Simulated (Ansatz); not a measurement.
**As in Ansatz: the effect of functional**

The system is As.

```
CELL_PARAMETERS angstrom
1.84240 1.06371 3.44233
-1.84240 1.06371 3.44233
0.00000 -2.12742 3.44233
ATOMIC_POSITIONS crystal
As 0.22600 0.22600 0.22600
As 0.77400 0.77400 0.77400
```

The cell isn't the ideal one: volume scaled by 0.94.

Alike in all runs:

| Item | Value |
| --- | --- |
| Program | Ansatz 0.2.0 |
| Task | single point |
| Potentials or basis | Ansatz PAW |
| k mesh | 9 × 9 × 9 |
| Occupations | fermi-dirac, width 0.05 eV |
| Spin | no spin polarisation |

```tsv
functional	cutoff	pressure (GPa)	largest force (eV/Å)
LDA	420 eV (not typed: the program's choice for these potentials)	?	?
PBEsol	420 eV (not typed: the program's choice for these potentials)	5.7	0.82
r2SCAN	500 eV (not typed: the program's choice for these potentials)	7.6	0.59
```

Task: What does the run with functional LDA give?

Result: Pressure 3.9 GPa; largest force 0.70 eV/Å.

Caveats: the PAW data sets come from PBE, with cores solved anew for the run's functional, which leaves a small shift of forces and pressure.
